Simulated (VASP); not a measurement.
# K (Fm-3m) in VASP: notebook, part 2 of 2

VASP 6.6.1. The steps go on from the part before.

## (4) Single point, PBE

The input, INCAR:

```
SYSTEM = K
ADDGRID = .False. ; ALGO = Normal
EDIFF = 1E-6 ; ENCUT = 450
GGA = PE ; ISIF = 2
ISMEAR = 0 ; LASPH = .True.
LCHARG = .False. ; LREAL = .False.
LWAVE = .False. ; NELM = 100
PREC = Accurate ; SIGMA = 0.05
```

The input, KPOINTS:

```
k-points
0
Gamma
  11 11 11
  0 0 0
```

The input, POSCAR:

```
K
1.0
    0.0000000000      3.3918728180      3.3918728180
    3.3918728180      0.0000000000      3.3918728180
    3.3918728180      3.3918728180      0.0000000000
K
1
Direct
    0.0000000000      0.0000000000      0.0000000000
```

Potentials or basis: VASP PAW PBE potentials, release 64 (K_sv).

Launch:

```
$ cat potpaw_PBE.64/K_sv/POTCAR > POTCAR
$ mpirun -np 1 vasp_std > vasp.out
```

OUTCAR:

```text
SYSTEM = K
   EDIFF = 1E-6
   ENCUT = 450
   GGA = PE
   ISIF = 2
   ISMEAR = 0
   LASPH = .True.
   LREAL = .False.
   NELM = 100
   PREC = Accurate

 Found     56 irreducible k-points:

 Following reciprocal coordinates:
            Coordinates               Weight
  0.000000  0.000000  0.000000      1.000000
  0.090909  0.000000  0.000000      8.000000
  0.181818  0.000000  0.000000      8.000000
  0.272727  0.000000  0.000000      8.000000
  0.363636  0.000000  0.000000      8.000000
  0.454545  0.000000  0.000000      8.000000
   k-points           NKPTS =     56   k-points in BZ     NKDIM =     56   number of bands    NBANDS=      8
[... 136 lines left out ...]
      6       0.5989      0.00000
      7       3.7098      0.00000
      8       3.7098      0.00000

 [... further k-points ...]
[... 5 lines left out ...]
  --------------------------------------------------------------------------------------
  -------------------------------------------------------------------------------------
  Total       -0.0863116     -0.0863116     -0.0863116     -0.0000000     -0.0000000      0.0000000
  in kB       -1.7718667     -1.7718667     -1.7718667     -0.0000000     -0.0000000      0.0000000
  external PRESSURE =      -1.7718667 kB  Pullay stress =       0.0000000 kB

 VOLUME and BASIS-vectors are now :
 -----------------------------------------------------------------------------
  energy-cutoff  :      450.00
  volume of cell :       78.05
      direct lattice vectors                 reciprocal lattice vectors
     0.000000000  3.391872818  3.391872818    -0.147411188  0.147411188  0.147411188
     3.391872818  0.000000000  3.391872818     0.147411188 -0.147411188  0.147411188
     3.391872818  3.391872818  0.000000000     0.147411188  0.147411188 -0.147411188

 POSITION                                       TOTAL-FORCE (eV/Angst)
 -----------------------------------------------------------------------------------
      0.00000      0.00000      0.00000         0.000000      0.000000     -0.000000
 -----------------------------------------------------------------------------------
    total drift:                               -0.000000      0.000000      0.000000

  FREE ENERGIE OF THE ION-ELECTRON SYSTEM (eV)
  ---------------------------------------------------
  free  energy   TOTEN  =        -1.0443223551 eV

  energy  without entropy=       -1.0428095704  energy(sigma->0) =       -1.04356596
```

stdout:

```text
POSCAR found type information on POSCAR K
 POSCAR found :  1 types and       1 ions
 scaLAPACK will be used
 LDA part: xc-table for (Slater+PW92), standard interpolation
 POSCAR, INCAR and KPOINTS ok, starting setup
 FFT: planning ... GRIDC
 FFT: planning ... GRID_SOFT
 FFT: planning ... GRID
 WAVECAR not read
 entering main loop
```

Wall time 18 s (1 thread of Intel Xeon Platinum 8488C (Sapphire Rapids), shared host); peak memory 0.2 GiB.

The run converged, but some of its settings lie outside the range that counts as converged, so its numbers aren't taken as properties of the crystal.

What came out:

```yaml
Free_energy: -1.0443 eV
Pressure: -0.2 GPa
Band_gap_on_the_k_mesh: none (metal or under the smearing width)
```

## (5) Single point, PBE

INCAR: that of step 4 with these lines changed.

```diff
@@ -7,2 +7,2 @@
 LWAVE = .False. ; NELM = 100
-PREC = Accurate ; SIGMA = 0.05
+PREC = Accurate ; SIGMA = 0.02
```

KPOINTS is that of step 4.

POSCAR is that of step 4.

Potentials or basis: VASP PAW PBE potentials, release 64 (K_sv).

Launch:

```
$ cat potpaw_PBE.64/K_sv/POTCAR > POTCAR
$ mpirun -np 1 vasp_std > vasp.out
```

OUTCAR:

```text
SYSTEM = K
   EDIFF = 1E-6
   ENCUT = 450
   GGA = PE
   ISIF = 2
   ISMEAR = 0
   LASPH = .True.
   LREAL = .False.
   NELM = 100
   PREC = Accurate

 Found     56 irreducible k-points:

 Following reciprocal coordinates:
            Coordinates               Weight
  0.000000  0.000000  0.000000      1.000000
  0.090909  0.000000  0.000000      8.000000
  0.181818  0.000000  0.000000      8.000000
  0.272727  0.000000  0.000000      8.000000
  0.363636  0.000000  0.000000      8.000000
  0.454545  0.000000  0.000000      8.000000
   k-points           NKPTS =     56   k-points in BZ     NKDIM =     56   number of bands    NBANDS=      8
   number of dos      NEDOS =    301   number of ions     NIONS =      1
   total plane-waves  NPLWV =  46656
   dimension x,y,z NGX =    36 NGY =   36 NGZ =   36
   dimension x,y,z NGXF=    72 NGYF=   72 NGZF=   72
   ions per type =               1
   NGX,Y,Z   is equivalent  to a cutoff of  12.48, 12.48, 12.48 a.u.
   NGXF,Y,Z  is equivalent  to a cutoff of  24.95, 24.95, 24.95 a.u.
 SYSTEM =  K
   PREC   = accura    normal or accurate (medium, high low for compatibility)
   ISTART =      0    job   : 0-new  1-cont  2-samecut
   ICHARG =      2    charge: 1-file 2-atom 10-const
   ISPIN  =      1    spin polarized calculation?
   LNONCOLLINEAR =      F non collinear calculations
   LSORBIT =      F    spin-orbit coupling
   LASPH  =      T    aspherical Exc in radial PAW
[... 55 lines left out ...]
 cond. band min:      -0.2026146237   @ k =  -0.2727   0.2727   0.0909
 fundamental gap:      0.0198019338
 Fermi energy:        -0.2106082360

 k-point     1 :       0.0000    0.0000    0.0000
  band No.  band energies     occupation
      1     -32.4111      2.00000
      2     -15.8646      2.00000
      3     -15.8646      2.00000
      4     -15.8646      2.00000
      5      -2.3199      2.00000
      6       3.9063      0.00000
      7       3.9063      0.00000
      8       3.9063      0.00000
[... 45 lines left out ...]
 k-point     6 :       0.4545    0.0000    0.0000
  band No.  band energies     occupation
      1     -32.4084      2.00000
      2     -15.9170      2.00000
      3     -15.8720      2.00000
      4     -15.8720      2.00000
      5      -0.2224      1.59627
      6       0.5989      0.00000
      7       3.7098      0.00000
      8       3.7098      0.00000

 [... further k-points ...]
[... 5 lines left out ...]
  --------------------------------------------------------------------------------------
  -------------------------------------------------------------------------------------
  Total       -0.0865889     -0.0865889     -0.0865889     -0.0000000     -0.0000000      0.0000000
  in kB       -1.7775589     -1.7775589     -1.7775589     -0.0000000     -0.0000000      0.0000000
  external PRESSURE =      -1.7775589 kB  Pullay stress =       0.0000000 kB

 VOLUME and BASIS-vectors are now :
 -----------------------------------------------------------------------------
  energy-cutoff  :      450.00
  volume of cell :       78.05
      direct lattice vectors                 reciprocal lattice vectors
     0.000000000  3.391872818  3.391872818    -0.147411188  0.147411188  0.147411188
     3.391872818  0.000000000  3.391872818     0.147411188 -0.147411188  0.147411188
     3.391872818  3.391872818  0.000000000     0.147411188  0.147411188 -0.147411188

 POSITION                                       TOTAL-FORCE (eV/Angst)
 -----------------------------------------------------------------------------------
      0.00000      0.00000      0.00000         0.000000      0.000000     -0.000000
 -----------------------------------------------------------------------------------
    total drift:                               -0.000000      0.000000      0.000000

  FREE ENERGIE OF THE ION-ELECTRON SYSTEM (eV)
  ---------------------------------------------------
  free  energy   TOTEN  =        -1.0435663156 eV

  energy  without entropy=       -1.0431509619  energy(sigma->0) =       -1.04335864
```

stdout:

```text
POSCAR found type information on POSCAR K
 POSCAR found :  1 types and       1 ions
 scaLAPACK will be used
 LDA part: xc-table for (Slater+PW92), standard interpolation
 POSCAR, INCAR and KPOINTS ok, starting setup
 FFT: planning ... GRIDC
 FFT: planning ... GRID_SOFT
 FFT: planning ... GRID
 WAVECAR not read
 entering main loop
```

It took 18 s on 1 thread of Intel Xeon Platinum 8488C (Sapphire Rapids), shared host; peak memory 0.2 GiB.

These settings aren't checked as converged: the numbers below hold their error.

What came out:

| Property | Result |
| --- | --- |
| Free energy | -1.0436 eV |
| Pressure | -0.2 GPa |
| Band gap on the k mesh | none (metal or under the smearing width) |

## (6) Single point, PBE

INCAR: that of step 5 with these lines changed.

```diff
@@ -7,2 +7,2 @@
 LWAVE = .False. ; NELM = 100
-PREC = Accurate ; SIGMA = 0.02
+PREC = Low ; SIGMA = 0.1
```

KPOINTS is that of step 5.

POSCAR is that of step 5.

Potentials or basis: VASP PAW PBE potentials, release 64 (K_sv).

Launch:

```
$ cat potpaw_PBE.64/K_sv/POTCAR > POTCAR
$ mpirun -np 1 vasp_std > vasp.out
```

OUTCAR:

```text
SYSTEM = K
   EDIFF = 1E-6
   ENCUT = 450
   GGA = PE
   ISIF = 2
   ISMEAR = 0
   LASPH = .True.
   LREAL = .False.
   NELM = 100
   PREC = Low

 Found     56 irreducible k-points:

 Following reciprocal coordinates:
            Coordinates               Weight
  0.000000  0.000000  0.000000      1.000000
  0.090909  0.000000  0.000000      8.000000
  0.181818  0.000000  0.000000      8.000000
  0.272727  0.000000  0.000000      8.000000
  0.363636  0.000000  0.000000      8.000000
  0.454545  0.000000  0.000000      8.000000
   k-points           NKPTS =     56   k-points in BZ     NKDIM =     56   number of bands    NBANDS=      8
   number of dos      NEDOS =    301   number of ions     NIONS =      1
   total plane-waves  NPLWV =  21952
   dimension x,y,z NGX =    28 NGY =   28 NGZ =   28
   dimension x,y,z NGXF=    28 NGYF=   28 NGZF=   28
   ions per type =               1
   NGX,Y,Z   is equivalent  to a cutoff of   9.70,  9.70,  9.70 a.u.
   NGXF,Y,Z  is equivalent  to a cutoff of   9.70,  9.70,  9.70 a.u.
 SYSTEM =  K
   PREC   = low       normal or accurate (medium, high low for compatibility)
   ISTART =      0    job   : 0-new  1-cont  2-samecut
   ICHARG =      2    charge: 1-file 2-atom 10-const
   ISPIN  =      1    spin polarized calculation?
   LNONCOLLINEAR =      F non collinear calculations
   LSORBIT =      F    spin-orbit coupling
   LASPH  =      T    aspherical Exc in radial PAW
   ENCUT  =  450.0 eV  33.07 Ry    5.75 a.u.   8.30  8.30  8.30*2*pi/ulx,y,z
   NELM   =    100;   NELMIN=  2; NELMDL= -5     # of ELM steps
   EDIFF  = 0.1E-05   stopping-criterion for ELM
   LREAL  =      F    real-space projection
   EDIFFG = 0.1E-04   stopping-criterion for IOM
   NSW    =      0    number of steps for IOM
   IBRION =     -1    ionic relax: 0-MD 1-quasi-New 2-CG
   NFREE  =      0    steps in history (QN), initial steepest desc. (CG)
   ISIF   =      2    stress and relaxation
   ISYM   =      2    0-nonsym 1-usesym 2-fastsym
   POTIM  = 0.5000    time-step for ionic-motion
   TEBEG  =    0.0;   TEEND  =   0.0 temperature during run
   PSTRESS=    0.0 pullay stress
   NELECT =       9.0000    total number of electrons
   NUPDOWN=      -1.0000    fix difference up-down
   EMIN   =  10.00;   EMAX   =-10.00  energy-range for DOS
   EFERMI =   0.00;   METHOD = LEGACY
   ISMEAR =     0;   SIGMA  =   0.10  broadening in eV -4-tet -1-fermi 0-gaus
   EFERMI_NEDOS =   21; number of points for ismear=-14 and -15
   IALGO  =     38    algorithm
   IMIX   =      4    mixing-type and parameters
     AMIX     =   0.40;   BMIX     =  1.00
     AMIX_MAG =   1.60;   BMIX_MAG =  1.00
  volume/ion in A,a.u.               =      78.05       526.68
  Fermi-wavevector in a.u.,A,eV,Ry     =   0.796843  1.505815  8.639139  0.634959
  Thomas-Fermi vector in A             =   1.903445
   LORBIT       =      0    0 simple, 1 ext, 2 COOP (PROOUT), +10 PAW based schemes
   GGA     = PE    functional components
   LHFCALC =     F    Hartree Fock is set to
   AEXX    =    0.0000 exact exchange contribution
   IVDW    =     0    specifies the selected vdW correction
   LEPSILON=     F    determine dielectric tensor
   LRPA    =     F    only Hartree local field effects (RPA)
 non-spin polarized calculation
 Gauss-broadening in eV      SIGMA  =   0.10
  energy-cutoff  :      450.00
  volume of cell :       78.05
 maximum number of plane-waves:      1715
   NGX = 17   NGY = 17   NGZ = 17

 number of electron       8.9999942 magnetization

 Free energy of the ion-electron system (eV)
  ---------------------------------------------------
  ext. energy  EPLUGINS =         0.00000000
  ---------------------------------------------------
  free energy    TOTEN  =        -1.04621212 eV

  energy without entropy =       -1.04166733  energy(sigma->0) =       -1.04393973

 E-fermi :  -0.2251     XC(G=0):  -5.5098

 val. band max:       -0.2790464847   @ k =  -0.2727   0.2727   0.0000
 cond. band min:      -0.2226580969   @ k =   0.4545   0.0000   0.0000
 fundamental gap:      0.0563883878
 Fermi energy:        -0.2251263044

 k-point     1 :       0.0000    0.0000    0.0000
  band No.  band energies     occupation
      1     -32.4111      2.00000
      2     -15.8646      2.00000
      3     -15.8645      2.00000
      4     -15.8645      2.00000
      5      -2.3201      2.00000
      6       3.9061      0.00000
      7       3.9061      0.00000
      8       3.9062      0.00000
[... 45 lines left out ...]
 k-point     6 :       0.4545    0.0000    0.0000
  band No.  band energies     occupation
      1     -32.4084      2.00000
      2     -15.9169      2.00000
      3     -15.8720      2.00000
      4     -15.8719      2.00000
      5      -0.2227      0.97215
      6       0.5987      0.00000
      7       3.7097      0.00000
      8       3.7098      0.00000

 [... further k-points ...]

------------------------ aborting loop because EDIFF is reached ----------------------------------------

  FORCE on cell =-STRESS in cart. coord.  units (eV):
  Direction    XX          YY          ZZ          XY          YZ          ZX
  --------------------------------------------------------------------------------------
  -------------------------------------------------------------------------------------
  Total       -0.0908715     -0.0908715     -0.0908715     -0.0000000      0.0000000     -0.0000000
  in kB       -1.8654762     -1.8654762     -1.8654762     -0.0000000      0.0000000     -0.0000000
  external PRESSURE =      -1.8654762 kB  Pullay stress =       0.0000000 kB

 VOLUME and BASIS-vectors are now :
 -----------------------------------------------------------------------------
  energy-cutoff  :      450.00
  volume of cell :       78.05
      direct lattice vectors                 reciprocal lattice vectors
     0.000000000  3.391872818  3.391872818    -0.147411188  0.147411188  0.147411188
     3.391872818  0.000000000  3.391872818     0.147411188 -0.147411188  0.147411188
     3.391872818  3.391872818  0.000000000     0.147411188  0.147411188 -0.147411188

 POSITION                                       TOTAL-FORCE (eV/Angst)
 -----------------------------------------------------------------------------------
      0.00000      0.00000      0.00000         0.000000      0.000000      0.000000
 -----------------------------------------------------------------------------------
    total drift:                               -0.000000     -0.000000     -0.000000

  FREE ENERGIE OF THE ION-ELECTRON SYSTEM (eV)
  ---------------------------------------------------
  free  energy   TOTEN  =        -1.0462121197 eV

  energy  without entropy=       -1.0416673317  energy(sigma->0) =       -1.04393973
```

It took 10 s on 1 thread of Intel Xeon Platinum 8488C (Sapphire Rapids), shared host; peak memory 0.13 GiB.

The run converged, but some of its settings lie outside the range that counts as converged, so its numbers aren't taken as properties of the crystal.

Results:

| Quantity | Value |
| --- | --- |
| Free energy | -1.0462 eV |
| Pressure | -0.2 GPa |
| Band gap on the k mesh | none (metal or under the smearing width) |
